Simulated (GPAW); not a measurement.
Crystal: AlRu.

```
Ru Al
1.0
     2.99160    0.00000    0.00000
     0.00000    2.99160    0.00000
     0.00000    0.00000    2.99160
Ru Al
1 1
Direct
  0.50000 0.50000 0.50000
  0.00000 0.00000 0.00000
```

Base run:

```yaml
Program: GPAW 26.7.0
Functional: PBEsol
Potentials_or_basis: PAW data sets generated in the run's folder for this functional
Cutoff: 600 eV
Basis: pw
k_mesh: 9 × 9 × 9
Occupations: fermi-dirac, width 0.05 eV
Spin: no spin polarisation
```

Its results: pressure -2.6 GPa.

The run is repeated on the same cell with these changes: functional from PBEsol to AM05. What comes out?

Pressure -3.2 GPa.

Not every run made on this cell is shown here.
